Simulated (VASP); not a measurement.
# VASP 6.6.1 run: KCl

INCAR

```
NELECT = 15.9
IBRION = -1
PREC = Accurate
EDIFF = 1E-7
LWAVE = .FALSE.
GGA = PE
SIGMA = 0.3
NELM = 120
ISMEAR = 2
NSW = 0
ISIF = 2
ENCUT = 520
LREAL = .FALSE.
LASPH = .TRUE.
LCHARG = .FALSE.
NBANDS = 15
```

KPOINTS

```
KPOINTS created by Atomic Simulation Environment
0
Gamma
6 6 6
0 0 0
```

POSCAR

```
K  Cl
 1.0000000000000000
     0.0000000000000000    3.5072828303999999    3.4722100021000002
     3.5072828303999999    0.0000000000000000    3.4722100021000002
     3.5072828303999999    3.5072828303999999    0.0000000000000000
 K   Cl
   1   1
Cartesian
  0.0000000000000000  0.0000000000000000  0.0000000000000000
  1.7536414151999999  1.7536414151999999  1.7361050010500001
```

The recommended PBE PAW datasets give the neutral cell 16 valence electrons.

Command

```
mpirun -np 1 vasp_std
```

OSZICAR

```
N       E                     dE             d eps       ncg     rms          rms(c)
DAV:   1     0.102523873399E+03    0.10252E+03   -0.61077E+03   900   0.837E+02
DAV:   2     0.124237520661E+01   -0.10128E+03   -0.93124E+02  1167   0.222E+02
DAV:   3    -0.629696561574E+01   -0.75393E+01   -0.75171E+01  1230   0.542E+01
DAV:   4    -0.658595725904E+01   -0.28899E+00   -0.28881E+00  1500   0.969E+00
DAV:   5    -0.658816200199E+01   -0.22047E-02   -0.22047E-02  1230   0.895E-01    0.325E+00
DAV:   6    -0.628512437691E+01    0.30304E+00   -0.48865E-01  1187   0.321E+00    0.251E+00
DAV:   7    -0.625137391427E+01    0.33750E-01   -0.17055E-01  1278   0.200E+00    0.144E+00
DAV:   8    -0.627115141725E+01   -0.19778E-01   -0.24248E-02  1129   0.106E+00    0.261E-01
DAV:   9    -0.627298261082E+01   -0.18312E-02   -0.27150E-03  1089   0.282E-01    0.141E-01
DAV:  10    -0.627491567782E+01   -0.19331E-02   -0.13410E-03   900   0.237E-01    0.319E-02
DAV:  11    -0.627494140696E+01   -0.25729E-04   -0.95941E-05  1159   0.618E-02    0.120E-02
DAV:  12    -0.627494684516E+01   -0.54382E-05   -0.93480E-06   977   0.239E-02    0.530E-03
DAV:  13    -0.627494757249E+01   -0.72733E-06   -0.19172E-06  1138   0.103E-02    0.364E-03
DAV:  14    -0.627494745763E+01    0.11486E-06   -0.17954E-07  1067   0.286E-03    0.307E-04
DAV:  15    -0.627494750409E+01   -0.46465E-07   -0.84565E-09   891   0.736E-04
   1 F= -.62749475E+01 E0= -.62822536E+01  d E =0.292242E-01
```

From OUTCAR

```
k-points           NKPTS =     30   k-points in BZ     NKDIM =     30   number of bands    NBANDS=     15

   NELECT =      15.9000    total number of electrons

   dimension x,y,z NGX =    40 NGY =   40 NGZ =   40
   dimension x,y,z NGXF=    80 NGYF=   80 NGZF=   80

  energy-cutoff  :      520.00
  volume of cell :       85.42
      direct lattice vectors                 reciprocal lattice vectors
     0.000000000  3.507282830  3.472210002    -0.142560502  0.142560502  0.144000507
     3.507282830  0.000000000  3.472210002     0.142560502 -0.142560502  0.144000507
     3.507282830  3.507282830  0.000000000     0.142560502  0.142560502 -0.144000507

 k-points in reciprocal lattice and weights: KPOINTS created by Atomic Simulation Env
   0.00000000  0.00000000  0.00000000       0.005
   0.16666667  0.00000000  0.00000000       0.037
   0.33333333 -0.00000000  0.00000000       0.037
   0.50000000 -0.00000000  0.00000000       0.019
   0.16666667  0.16666667  0.00000000       0.009
   0.33333333  0.16666667  0.00000000       0.037
   0.50000000  0.16666667  0.00000000       0.037
  -0.33333333  0.16666667  0.00000000       0.037
   ...

 E-fermi :  -3.2062

 k-point     1 :       0.0000    0.0000    0.0000
  band No.  band energies     occupation
      1     -30.3642      2.00000
      2     -15.1300      2.00000
      3     -13.8632      2.00000
      4     -13.8625      2.00000
      5     -13.8625      2.00000
      6      -3.3809      1.95957
      7      -3.3809      1.95957
      8      -3.3799      1.95681
      9       1.6692      0.00000
     10       6.1940      0.00000
     11       6.2632      0.00000
     12       7.2253      0.00000
     13       7.2253      0.00000
     14       7.2719      0.00000
     15       8.3056      0.00000

 k-point     2 :       0.1667    0.0000    0.0000
  band No.  band energies     occupation
      1     -30.3634      2.00000
      2     -15.1734      2.00000
      3     -13.8656      2.00000
      4     -13.8653      2.00000
      5     -13.8147      2.00000
      6      -3.4697      2.09840
      7      -3.3735      1.93741
      8      -3.3716      1.93116
      9       2.0964      0.00000
     10       5.9408      0.00000
     11       5.9912      0.00000
     12       6.9157      0.00000
     13       7.4918      0.00000
     14       7.6255      0.00000
     15       7.6538      0.00000

 k-point     3 :       0.3333   -0.0000    0.0000
  band No.  band energies     occupation
      1     -30.3619      2.00000
      2     -15.2511      2.00000
      3     -13.8710      2.00000
      4     -13.8710      2.00000
      5     -13.7282      2.00000
      6      -3.6111      2.04708
      7      -3.3597      1.89029
      8      -3.3551      1.87342
      9       3.0901      0.00000
     10       5.5626      0.00000
     11       5.7879      0.00000
     12       5.8289      0.00000
     13       7.3963      0.00000
     14       7.4938      0.00000
     15       7.5105      0.00000

 ...

  Total       -0.0374664     -0.0374664     -0.0450785      0.0000000      0.0000000      0.0000000
  in kB       -0.7027091     -0.7027091     -0.8454786      0.0000000      0.0000000      0.0000000
  external PRESSURE =      -0.7502989 kB  Pullay stress =       0.0000000 kB

 POSITION                                       TOTAL-FORCE (eV/Angst)
 -----------------------------------------------------------------------------------
      0.00000      0.00000      0.00000        -0.000000     -0.000000      0.000000
      1.75364      1.75364      1.73611         0.000000      0.000000     -0.000000
 -----------------------------------------------------------------------------------
    total drift:                               -0.000000     -0.000000     -0.000000

  FREE ENERGIE OF THE ION-ELECTRON SYSTEM (eV)
  ---------------------------------------------------
  free  energy   TOTEN  =        -6.2749475041 eV

  energy  without entropy=       -6.3041717392  energy(sigma->0) =       -6.28225356
```

It converged. Results: pressure -0.1 GPa.

The cell is charged and sits in a uniform background.

For comparison, a separate PBE run of the intended cell, on usual settings and not on those above, gives a gap of 4.79 eV on its mesh and a pressure of 0.4 GPa.

The run above took about 60 s on one core of a shared host (Intel Xeon Platinum 8488C) and held 0.24 GiB at most.
